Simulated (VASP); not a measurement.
Write the native input for VASP 6.6.1 that does the following.

```yaml
Task: single point
Functional: PBEsol
Potentials_or_basis: VASP PAW PBE potentials, release 64 (Eu, S)
Cutoff: 520 eV
k_mesh: 8 × 8 × 8
Occupations: fermi-dirac, width 0.05 eV
Spin: collinear spin, ferromagnetic start
Starting_moments: "[7.0, 0.0] μB"
Ladder: free
Further_INCAR_settings: ALGO = Normal; EDIFF = 1e-07; NBANDS = 22
```

The structure of EuS lies in POSCAR:

```
EuS
1.0
    0.0000000000      2.9785000000      2.9785000000
    2.9785000000      0.0000000000      2.9785000000
    2.9785000000      2.9785000000      0.0000000000
Eu S
1 1
Direct
    0.0000000000      0.0000000000      0.0000000000
    0.5000000000      0.5000000000      0.5000000000
```

These files were run (other wordings do the same):

INCAR

```
SYSTEM = EuS
ALGO = Normal
EDIFF = 1E-7
ENCUT = 520
GGA = PS
ISIF = 2
ISMEAR = -1
ISPIN = 2
LASPH = .True.
LCHARG = .True.
LELF = .True.
LMAXMIX = 6
LORBIT = 11
LREAL = .False.
LVHAR = .True.
LWAVE = .False.
MAGMOM = 7 0
NBANDS = 22
NELM = 150
PREC = Accurate
SIGMA = 0.05
```

KPOINTS

```
k-points
0
Gamma
  8 8 8
  0 0 0
```

Potentials or basis: VASP PAW PBE potentials, release 64 (Eu, S).

Command:

```bash
$ cat potpaw_PBE.64/Eu/POTCAR potpaw_PBE.64/S/POTCAR > POTCAR
$ mpirun -np 1 vasp_std > vasp.out
```

It gave:

- Pressure: -5.8 GPa
- Band gap on the k mesh: none (metal or under the smearing width)
- Net moment: 6.97 μB per cell
- Site moments: Eu +6.59; S -0.07 μB
- Valence electrons inside the program's atomic spheres: Eu 14.70; S 3.71

Caveat: the PAW data sets were made with another functional, which shifts forces and pressure a little; spin-orbit coupling is left out, which moves the levels of the heavy elements; a cell with one magnetic atom can't hold antiferromagnetic order, which such compounds often take; without U or exact exchange the open f shell lies at the Fermi level, which spoils levels, moments and volumes.

Run time: 50 s on 1 thread of Intel(R) Xeon(R) 6975P-C (Granite Rapids), on a shared host, peak memory 0.24 GiB.
